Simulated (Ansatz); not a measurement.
## Equation of state of TiSe$_{2}$ from a dense series

```yaml
crystal:
  lattice:
    - [3.53600, 0.00000, 0.00000]
    - [-1.76800, 3.06227, 0.00000]
    - [0.00000, 0.00000, 6.00400]
  atoms:
    - { symbol: Ti, position: [0.00000, 0.00000, 0.00000] }
    - { symbol: Se, position: [0.33333, 0.66667, 0.25520] }
    - { symbol: Se, position: [0.66667, 0.33333, 0.74480] }
```

Atoms are numbered in the order listed.

The cell is COD entry 1548816, which may be a prediction rather than a measurement; nothing was relaxed.

These are results of Ansatz 0.2.0, DFT, PBEsol, all-electron LAPW, scalar-relativistic, not measurements.

Numerical set-up: a Γ-centred 12×12×6 k mesh, Fermi–Dirac smearing of 0.03 eV, basis error target 1 meV/atom, no spin polarisation.

The cell is scaled evenly. Fractional coordinates are held (clamped ions).

| V (Å³/atom) | P (GPa) |
| --- | --- |
| 20.371 | 3.24 |
| 20.804 | 1.21 |
| 21.237 | -0.63 |
| 21.454 | -1.48 |
| 21.671 | -2.28 |
| 21.888 | -3.04 |
| 22.104 | -3.77 |
| 22.971 | -6.31 |

Problem. Fit a third-order Birch–Murnaghan curve to the pressures.

Solution. P = (3B0/2)(y^(7/2) − y^(5/2))[1 + (3/4)(B0′ − 4)(y − 1)] with y = (V0/V)^(2/3) fits within 0.01 GPa for V0 = 21.083 Å³/atom, B0 = 87.8 GPa and B0′ = 4.13.

Problem. Predict the pressure at the withheld volume, 22.538 Å³/atom.

Solution. There y = 0.9565, so the fit gives -5.11 GPa; the run gave -5.11 GPa.
